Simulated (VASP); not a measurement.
# AgBr (Fm-3m) in VASP: a series of runs

The runs below take AgBr through single point, relaxation of cell and atoms, with PBE.

All numbers are computed with VASP 6.6.1; they aren't measurements. Logs are shortened: lines on timing, memory, paths and dates and some standing lists are left out, and cuts for length are marked.

**1. The crystal as given**

It takes space group Fm-3m (No. 225, cubic). Conventional cell: a = 5.958 Å, b = 5.958 Å, c = 5.958 Å, α = 90.00°, β = 90.00°, γ = 90.00°. Ag (site symmetry m-3m) has 6 Br at 2.98 Å as nearest neighbours. Around Br (site symmetry m-3m) lie 6 Ag at 2.98 Å.

**2. Single point, PBE**

INCAR

```
PREC     = Accurate       # precision mode
ENCUT    = 520            # plane-wave cutoff, eV
EDIFF    = 1E-7           # SCF threshold, eV
ISMEAR   = 0              # smearing method
SIGMA    = 0.02           # smearing width, eV
LREAL    = False          # projectors in reciprocal space
LASPH    = True           # aspherical terms in the spheres
NELM     = 80             # most SCF steps
ALGO     = Normal         # electronic algorithm
ISIF     = 2              # what is computed and relaxed
LWAVE    = False          # write WAVECAR
LCHARG   = False          # write CHGCAR
GGA      = PE             # functional
NBANDS   = 16             # bands
```

KPOINTS

```
regular mesh
0
Gamma
  8 8 8
```

POSCAR

```
AgBr
1.0
    0.0000000000      2.9789633057      2.9789633057
    2.9789633057      0.0000000000      2.9789633057
    2.9789633057      2.9789633057      0.0000000000
Ag Br
1 1
Direct
    0.0000000000      0.0000000000      0.0000000000
    0.5000000000      0.5000000000      0.5000000000
```

Potentials or basis: VASP PAW PBE potentials, release 64 (Ag, Br).

Started as:

```
> cat potpaw_PBE.64/Ag/POTCAR potpaw_PBE.64/Br/POTCAR > POTCAR
> mpirun -np 1 vasp_std > vasp.out
```

OUTCAR:

```text
PREC = Accurate
   ENCUT = 520
   EDIFF = 1E-7
   ISMEAR = 0
   LREAL = False
   LASPH = True
   NELM = 80
   ISIF = 2
   GGA = PE

 ion  position               nearest neighbor table
   1  0.000  0.000  0.000-   2 2.98   2 2.98   2 2.98   2 2.98   2 2.98   2 2.98
   2  0.500  0.500  0.500-   1 2.98   1 2.98   1 2.98   1 2.98   1 2.98   1 2.98

  LATTYP: Found a face centered cubic cell.
 ALAT       =     5.9579266114

  Lattice vectors:

 A1 = (   0.0000000000,   2.9789633057,   2.9789633057)
 A2 = (   2.9789633057,   0.0000000000,   2.9789633057)
 A3 = (   2.9789633057,   2.9789633057,   0.0000000000)

Analysis of symmetry for initial positions (statically):
=====================================================================
 Subroutine PRICEL returns:
 Original cell was already a primitive cell.

 Routine SETGRP: Setting up the symmetry group for a
 face centered cubic supercell.

 Subroutine GETGRP returns: Found 48 space group operations
 (whereof 48 operations were pure point group operations)
 out of a pool of 48 trial point group operations.

The static configuration has the point symmetry O_h .

Analysis of symmetry for dynamics (positions and initial velocities):
=====================================================================
 Subroutine PRICEL returns:
 Original cell was already a primitive cell.

 Routine SETGRP: Setting up the symmetry group for a
 face centered cubic supercell.

 Subroutine GETGRP returns: Found 48 space group operations
 (whereof 48 operations were pure point group operations)
 out of a pool of 48 trial point group operations.

The dynamic configuration has the point symmetry O_h .

 Subroutine INISYM returns: Found 48 space group operations
 (whereof 48 operations are pure point group operations),
 and found     1 'primitive' translations

----------------------------------------------------------------------------------------

                                     Primitive cell

  volume of cell :      52.8720

  direct lattice vectors                    reciprocal lattice vectors
     0.000000000  2.978963306  2.978963306    -0.167843625  0.167843625  0.167843625
     2.978963306  0.000000000  2.978963306     0.167843625 -0.167843625  0.167843625
     2.978963306  2.978963306  0.000000000     0.167843625  0.167843625 -0.167843625

  length of vectors
     4.212890309  4.212890309  4.212890309     0.290713686  0.290713686  0.290713686

  position of ions in fractional coordinates (direct lattice)
     0.000000000  0.000000000  0.000000000
     0.500000000  0.500000000  0.500000000

  ion indices of the primitive-cell ions
   primitive index   ion index
                 1           1
                 2           2

----------------------------------------------------------------------------------------

 KPOINTS: regular mesh

Automatic generation of k-mesh.
 Grid dimensions read from file:
 generate k-points for:    8    8    8

 Generating k-lattice:

  Cartesian coordinates                     Fractional coordinates (reciprocal lattice)
    -0.020980453  0.020980453  0.020980453     0.125000000  0.000000000  0.000000000
     0.020980453 -0.020980453  0.020980453     0.000000000  0.125000000  0.000000000
     0.020980453  0.020980453 -0.020980453     0.000000000  0.000000000  0.125000000

  Length of vectors
     0.036339211  0.036339211  0.036339211

  Shift w.r.t. Gamma in fractional coordinates (k-lattice)
     0.000000000  0.000000000  0.000000000

 Subroutine IBZKPT returns following result:
 ===========================================

 Found     29 irreducible k-points:

 Following reciprocal coordinates:
            Coordinates               Weight
  0.000000  0.000000  0.000000      1.000000
  0.125000  0.000000  0.000000      8.000000
  0.250000  0.000000  0.000000      8.000000
  0.375000  0.000000  0.000000      8.000000
  0.500000  0.000000  0.000000      4.000000
  0.125000  0.125000  0.000000      6.000000
[... 16 lines left out ...]
  0.500000  0.250000  0.125000     48.000000
 -0.375000  0.250000  0.125000     24.000000
 [... further k-points ...]
   k-points           NKPTS =     29   k-points in BZ     NKDIM =     29   number of bands    NBANDS=     16
   number of dos      NEDOS =    301   number of ions     NIONS =      2
   total plane-waves  NPLWV =  32768
   dimension x,y,z NGX =    32 NGY =   32 NGZ =   32
   dimension x,y,z NGXF=    64 NGYF=   64 NGZF=   64
   ions per type =               1   1
   NGX,Y,Z   is equivalent  to a cutoff of  12.63, 12.63, 12.63 a.u.
   NGXF,Y,Z  is equivalent  to a cutoff of  25.26, 25.26, 25.26 a.u.
 SYSTEM =  unknown system
   PREC   = accura    normal or accurate (medium, high low for compatibility)
   ISTART =      0    job   : 0-new  1-cont  2-samecut
   ICHARG =      2    charge: 1-file 2-atom 10-const
   ISPIN  =      1    spin polarized calculation?
   LNONCOLLINEAR =      F non collinear calculations
   LSORBIT =      F    spin-orbit coupling
   LASPH  =      T    aspherical Exc in radial PAW
   ENCUT  =  520.0 eV  38.22 Ry    6.18 a.u.   7.83  7.83  7.83*2*pi/ulx,y,z
   NELM   =     80;   NELMIN=  2; NELMDL= -5     # of ELM steps
   EDIFF  = 0.1E-06   stopping-criterion for ELM
   LREAL  =      F    real-space projection
   EDIFFG = 0.1E-05   stopping-criterion for IOM
   NSW    =      0    number of steps for IOM
   IBRION =     -1    ionic relax: 0-MD 1-quasi-New 2-CG
   NFREE  =      0    steps in history (QN), initial steepest desc. (CG)
   ISIF   =      2    stress and relaxation
   ISYM   =      2    0-nonsym 1-usesym 2-fastsym
   POTIM  = 0.5000    time-step for ionic-motion
   TEBEG  =    0.0;   TEEND  =   0.0 temperature during run
   PSTRESS=    0.0 pullay stress
   NELECT =      18.0000    total number of electrons
   NUPDOWN=      -1.0000    fix difference up-down
   EMIN   =  10.00;   EMAX   =-10.00  energy-range for DOS
   EFERMI =   0.00;   METHOD = LEGACY
   ISMEAR =     0;   SIGMA  =   0.02  broadening in eV -4-tet -1-fermi 0-gaus
   EFERMI_NEDOS =   21; number of points for ismear=-14 and -15
   IALGO  =     38    algorithm
   IMIX   =      4    mixing-type and parameters
     AMIX     =   0.40;   BMIX     =  1.00
     AMIX_MAG =   1.60;   BMIX_MAG =  1.00
  volume/ion in A,a.u.               =      26.44       178.40
  Fermi-wavevector in a.u.,A,eV,Ry     =   1.143117  2.160177 17.778943  1.306715
  Thomas-Fermi vector in A             =   2.279813
   LORBIT       =      0    0 simple, 1 ext, 2 COOP (PROOUT), +10 PAW based schemes
   GGA     = PE    functional components
   LHFCALC =     F    Hartree Fock is set to
   AEXX    =    0.0000 exact exchange contribution
   IVDW    =     0    specifies the selected vdW correction
   LEPSILON=     F    determine dielectric tensor
   LRPA    =     F    only Hartree local field effects (RPA)
 non-spin polarized calculation
 Gauss-broadening in eV      SIGMA  =   0.02
  energy-cutoff  :      520.00
  volume of cell :       52.87
 maximum number of plane-waves:      1436
   NGX = 15   NGY = 15   NGZ = 15

 number of electron      18.0000002 magnetization

 Free energy of the ion-electron system (eV)
  ---------------------------------------------------
  ext. energy  EPLUGINS =         0.00000000
  ---------------------------------------------------
  free energy    TOTEN  =        -4.97995543 eV

  energy without entropy =       -4.97995543  energy(sigma->0) =       -4.97995543

 E-fermi :   2.5011     XC(G=0):  -9.3000

 val. band max:        2.3299413919   @ k =   0.5000   0.0000   0.0000
 cond. band min:       3.0479549435   @ k =   0.0000   0.0000   0.0000
 fundamental gap:      0.7180135516
 Fermi energy:         2.5010917356

 k-point     1 :       0.0000    0.0000    0.0000
  band No.  band energies     occupation
      1     -12.0797      2.00000
      2      -0.0460      2.00000
      3      -0.0460      2.00000
      4      -0.0455      2.00000
      5      -0.0455      2.00000
      6      -0.0455      2.00000
[... 8 lines left out ...]
     15      13.6556      0.00000
     16      13.6825      0.00000

 k-point     2 :       0.1250    0.0000    0.0000
  band No.  band energies     occupation
      1     -12.0360      2.00000
      2      -0.3613      2.00000
      3      -0.3613      2.00000
      4      -0.3021      2.00000
      5      -0.0132      2.00000
      6      -0.0132      2.00000
[... 8 lines left out ...]
     15      13.0934      0.00000
     16      13.4307      0.00000

 k-point     3 :       0.2500    0.0000    0.0000
  band No.  band energies     occupation
      1     -11.9268      2.00000
      2      -1.1292      2.00000
      3      -0.7903      2.00000
      4      -0.7903      2.00000
      5       0.0666      2.00000
      6       0.0666      2.00000
[... 8 lines left out ...]
     15      13.6092      0.00000
     16      13.6092      0.00000

 k-point     4 :       0.3750    0.0000    0.0000
  band No.  band energies     occupation
      1     -11.8122      2.00000
      2      -1.8141      2.00000
      3      -1.0823      2.00000
      4      -1.0823      2.00000
      5       0.1485      2.00000
      6       0.1485      2.00000
[... 8 lines left out ...]
     15      14.6450      0.00000
     16      14.6450      0.00000

 k-point     5 :       0.5000    0.0000    0.0000
  band No.  band energies     occupation
      1     -11.7630      2.00000
      2      -2.0652      2.00000
      3      -1.1841      2.00000
      4      -1.1841      2.00000
      5       0.1832      2.00000
      6       0.1832      2.00000
[... 8 lines left out ...]
     15      15.4363      0.00000
     16      15.4363      0.00000

 k-point     6 :       0.1250    0.1250    0.0000
  band No.  band energies     occupation
      1     -12.0227      2.00000
      2      -0.7387      2.00000
      3      -0.1306      2.00000
      4      -0.1306      2.00000
      5      -0.0747      2.00000
      6      -0.0284      2.00000
[... 8 lines left out ...]
     15      14.8019      0.00000
     16      14.8019      0.00000

 k-point     7 :       0.2500    0.1250    0.0000
  band No.  band energies     occupation
      1     -11.9387      2.00000
      2      -1.1891      2.00000
      3      -0.4941      2.00000
      4      -0.4742      2.00000
      5      -0.0226      2.00000
      6       0.0733      2.00000
[... 8 lines left out ...]
     15      14.6412      0.00000
     16      14.6685      0.00000

 k-point     8 :       0.3750    0.1250    0.0000
  band No.  band energies     occupation
      1     -11.8291      2.00000
      2      -1.6173      2.00000
      3      -0.9853      2.00000
      4      -0.8664      2.00000
      5       0.0660      2.00000
      6       0.1623      2.00000
[... 8 lines left out ...]
     15      14.8285      0.00000
     16      15.2803      0.00000

 k-point     9 :       0.5000    0.1250    0.0000
  band No.  band energies     occupation
      1     -11.7589      2.00000
      2      -1.9053      2.00000
      3      -1.1599      2.00000
      4      -1.1058      2.00000
      5       0.1486      2.00000
      6       0.1925      2.00000
[... 8 lines left out ...]
     15      15.5712      0.00000
     16      15.6693      0.00000
[... 172 lines left out ...]
 k-point    19 :       0.5000    0.3750    0.0000
  band No.  band energies     occupation
      1     -11.7379      2.00000
      2      -1.2477      2.00000
      3      -0.5779      2.00000
      4      -0.4794      2.00000
      5      -0.0242      2.00000
      6       0.2371      2.00000
[... 8 lines left out ...]
     15      16.5584      0.00000
     16      17.0446      0.00000

 k-point    20 :      -0.3750    0.3750    0.0000
  band No.  band energies     occupation
      1     -11.7210      2.00000
      2      -1.1563      2.00000
      3      -1.0573      2.00000
      4      -0.8514      2.00000
      5       0.0639      2.00000
      6       0.2247      2.00000
[... 8 lines left out ...]
     15      15.3100      0.00000
     16      17.3982      0.00000

 k-point    21 :       0.5000    0.5000    0.0000
  band No.  band energies     occupation
      1     -11.7333      2.00000
      2      -1.1695      2.00000
      3      -0.2444      2.00000
      4       0.0360      2.00000
      5       0.0360      2.00000
      6       0.0758      2.00000
[... 8 lines left out ...]
     15      17.0109      0.00000
     16      17.0115      0.00000

 k-point    22 :       0.3750    0.2500    0.1250
  band No.  band energies     occupation
      1     -11.8576      2.00000
      2      -1.4779      2.00000
      3      -0.8366      2.00000
      4      -0.4861      2.00000
      5       0.0324      2.00000
      6       0.1332      2.00000
[... 8 lines left out ...]
     15      15.5293      0.00000
     16      15.9358      0.00000

 k-point    23 :       0.5000    0.2500    0.1250
  band No.  band energies     occupation
      1     -11.7738      2.00000
      2      -1.6433      2.00000
      3      -1.0776      2.00000
      4      -0.8109      2.00000
      5       0.0995      2.00000
      6       0.1866      2.00000
[... 8 lines left out ...]
     15      15.7944      0.00000
     16      15.9761      0.00000

 k-point    24 :      -0.3750    0.2500    0.1250
  band No.  band energies     occupation
      1     -11.7383      2.00000
      2      -1.6898      2.00000
      3      -1.0793      2.00000
      4      -1.0756      2.00000
      5       0.1449      2.00000
      6       0.1904      2.00000
[... 8 lines left out ...]
     15      14.5887      0.00000
     16      16.3229      0.00000

 [... further k-points ...]
[... 5 lines left out ...]
  --------------------------------------------------------------------------------------
  -------------------------------------------------------------------------------------
  Total       -0.6632039     -0.6632039     -0.6632039      0.0000000      0.0000000     -0.0000000
  in kB      -20.0970443    -20.0970443    -20.0970443      0.0000000      0.0000000     -0.0000000
  external PRESSURE =     -20.0970443 kB  Pullay stress =       0.0000000 kB

 VOLUME and BASIS-vectors are now :
 -----------------------------------------------------------------------------
  energy-cutoff  :      520.00
  volume of cell :       52.87
      direct lattice vectors                 reciprocal lattice vectors
     0.000000000  2.978963306  2.978963306    -0.167843625  0.167843625  0.167843625
     2.978963306  0.000000000  2.978963306     0.167843625 -0.167843625  0.167843625
     2.978963306  2.978963306  0.000000000     0.167843625  0.167843625 -0.167843625

 POSITION                                       TOTAL-FORCE (eV/Angst)
 -----------------------------------------------------------------------------------
      0.00000      0.00000      0.00000         0.000000     -0.000000     -0.000000
      2.97896      2.97896      2.97896        -0.000000      0.000000      0.000000
 -----------------------------------------------------------------------------------
    total drift:                                0.000000     -0.000000     -0.000000

  FREE ENERGIE OF THE ION-ELECTRON SYSTEM (eV)
  ---------------------------------------------------
  free  energy   TOTEN  =        -4.9799554333 eV

  energy  without entropy=       -4.9799554333  energy(sigma->0) =       -4.97995543
```

Run time: 17 s. Hardware: 1 thread of Intel Xeon Platinum 8559C (Emerald Rapids), shared host; peak memory 0.18 GiB.

What came out:

```yaml
Free_energy: -4.9800 eV
Pressure: -2.0 GPa
Band_gap_on_the_k_mesh: 0.72 eV, indirect (least direct gap 2.27 eV)
```

A k mesh can miss the band edges.

**3. Single point, PBE**

This run uses another cell than the first one, of 22.70 Å³/atom, 0.858 times its volume.

INCAR

```
SYSTEM = AgBr
PREC = Accurate
ENCUT = 520
EDIFF = 1E-7
ISMEAR = 0
SIGMA = 0.02
LREAL = .FALSE.
LASPH = .TRUE.
NELM = 100
ALGO = Normal
ISIF = 2
LWAVE = .FALSE.
LCHARG = .FALSE.
GGA = PE
NBANDS = 16
```

KPOINTS

```
Automatic mesh
0
G
  8 8 8
  0 0 0
```

POSCAR

```
AgBr
1.0
    0.0000000000      2.8312420250      2.8312420250
    2.8312420250      0.0000000000      2.8312420250
    2.8312420250      2.8312420250      0.0000000000
Ag Br
1 1
Direct
    0.0000000000      0.0000000000      0.0000000000
    0.5000000000      0.5000000000      0.5000000000
```

Potentials or basis: VASP PAW PBE potentials, release 64 (Ag, Br).

Started as:

```
> cat potpaw_PBE.64/Ag/POTCAR potpaw_PBE.64/Br/POTCAR > POTCAR
> mpirun -np 1 vasp_std > vasp.out
```

Run time: 19 s. Hardware: 1 thread of Intel Xeon Platinum 8559C (Emerald Rapids), shared host; peak memory 0.17 GiB.

It converged, with:

| Item | Value |
| --- | --- |
| Free energy | -4.9429 eV |
| Pressure | 4.6 GPa |
| Band gap on the k mesh | 0.67 eV, indirect (least direct gap 2.75 eV) |

Levels at points of the mesh, in eV from the valence-band top:
| k point | band 5 | band 6 | band 7 | band 8 | band 9 | band 10 | band 11 | band 12 | band 13 | band 14 |
| --- | --- | --- | --- | --- | --- | --- | --- | --- | --- | --- |
| (0.00, 0.00, 0.00) | -2.98 | -2.98 | -2.09 | -2.09 | -2.09 | 0.67 | 9.90 | 9.90 | 9.90 | 11.05 |
| (0.50, 0.00, 0.00) | -2.64 | -2.64 | -2.28 | 0.00 | 0.00 | 3.61 | 6.68 | 6.68 | 6.85 | 12.34 |
| (0.50, 0.50, 0.00) | -3.06 | -2.80 | -2.53 | -2.53 | -2.40 | 1.51 | 6.98 | 9.23 | 11.25 | 11.25 |

(Continued in part 2 of 2.)
